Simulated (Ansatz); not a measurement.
# Mg2Sn: a run for elastic constants

The task is a run for elastic constants on Mg2Sn. The structure is shown as the input types it.

Program: Ansatz 0.2.0. Level of theory: Kohn-Sham DFT, with the functional, basis and potentials that each input names (as first typed). These are calculated values, not measurements.

1 further run of the same task is left out (set aside as unsound or not needed).

## Step 1: The structure to begin with

It takes space group Fm-3m (No. 225, cubic). Conventional cell: a = 6.747 Å, b = 6.747 Å, c = 6.747 Å, α = 90.00°, β = 90.00°, γ = 90.00°. Mg (site symmetry -43m) has 4 Sn at 2.92 Å as nearest neighbours. Sn (site symmetry m-3m) is surrounded by 8 Mg at 2.92 Å.

As a file:

```
CELL_PARAMETERS angstrom
0.00000 3.37329 3.37329
3.37329 0.00000 3.37329
3.37329 3.37329 0.00000
ATOMIC_POSITIONS crystal
Mg 0.25000 0.25000 0.25000
Mg 0.75000 0.75000 0.75000
Sn 0.00000 0.00000 0.00000
```

## Step 2: Running it

input.yaml reads:

```yaml
crystal:
  lattice:
    - [0.0, 3.37329392125, 3.37329392125]
    - [3.37329392125, 0.0, 3.37329392125]
    - [3.37329392125, 3.37329392125, 0.0]
  atoms:
    - { symbol: Mg, position: [0.25, 0.25, 0.25] }
    - { symbol: Mg, position: [0.75, 0.75, 0.75] }
    - { symbol: Sn, position: [0.0, 0.0, 0.0] }
kpoints:
  mp_grid: { grid: [8, 8, 8] }
scf:
  occupations: { method: fermi_dirac, width: 0.05 }
  max_iter: 50
hamiltonian:
  xc: pbesol
  pseudopotentials: { kind: paw }
  hubbard: { sites: [{ species: Mg, l: p, u_eff: 40.0 }] }
elastic:
  mode: clamped_ion
  stencil: two_point
  amplitude: 0.008
```

The run is started by

```bash
> ansatz run input.yaml --threads 2 --pin off --max-ram 5120MiB --backend cpu --events-out ev --progress --plain --runs-dir out
```

Q: Will this input give a usable result? If not, why, and what should change?

This run ends as converged, with warnings (filled band counts differ across k points). It gives a pressure of 27 GPa, which is large; a structure far from rest gives such values too, whatever the setting.

Look at the input: hamiltonian.hubbard.sites is [{species: Mg, l: p, u_eff: 40.0}]. The Hubbard parameter is far from any physical value.

The test: delete hamiltonian.hubbard.sites.
